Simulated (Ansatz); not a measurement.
# WS2: the cost of one run

Program: Ansatz 0.2.0. Level of theory: DFT PBEsol, scalar-relativistic, plane waves, PAW. These are calculated values, not measurements.

## (1) The system as given

It takes space group R3m (No. 160, trigonal). The conventional cell has a = 3.158 Å, b = 3.158 Å, c = 18.490 Å, α = 90.00°, β = 90.00°, γ = 120.00°. W (site symmetry 3m) is surrounded by 6 S at 2.39 to 2.42 Å. S (site symmetry 3m) is surrounded by 3 W at 2.39 Å. S (site symmetry 3m) is surrounded by 3 W at 2.42 Å.

Coordinates:

```
W S
1.0
     1.57900    0.91164    6.16333
    -1.57900    0.91164    6.16333
     0.00000   -1.82327    6.16333
W S
1 2
Direct
  0.00000 0.00000 0.00000
  0.75030 0.75030 0.75030
  0.58100 0.58100 0.58100
```

The structure comes from the Crystallography Open Database.

## (2) A change within a subgroup

Against the listed cell: strain xx, yy, zz, yz, xz, xy = -6.0, +4.0, -0.7, -1.1, -6.0, +3.2 %; atoms moved by 0.25 Å root mean square, at most 0.26 Å.

input.yaml

```yaml
crystal:
  lattice:
    - [1.1446983565, 0.9320225298, 6.0169959656]
    - [-1.8253697863, 0.829955945, 6.2064760117]
    - [-0.4287279702, -1.9646287652, 6.1417105901]
  atoms:
    - { symbol: W, position: [0.0484491188, 0.0446365801, -0.0955697457] }
    - { symbol: S, position: [0.7439956652, 0.7340336663, 0.8076878858] }
    - { symbol: S, position: [0.5388520495, 0.5526329201, 0.6191818599] }
basis:
  ecutwfc: 420
kpoints:
  mp_grid: { grid: [12, 12, 12] }
hamiltonian:
  xc: pbesol
scf:
  occupations: { method: gaussian, width: 0.02 }
output:
  forces: true
  stress: true
  eigenvalues: true
  populations: true
```

**Question.** How long does this run take on 1 thread of an x86-64 CPU, shared host, and how much memory does it need?

About 57 s, with a peak of 1 GiB.
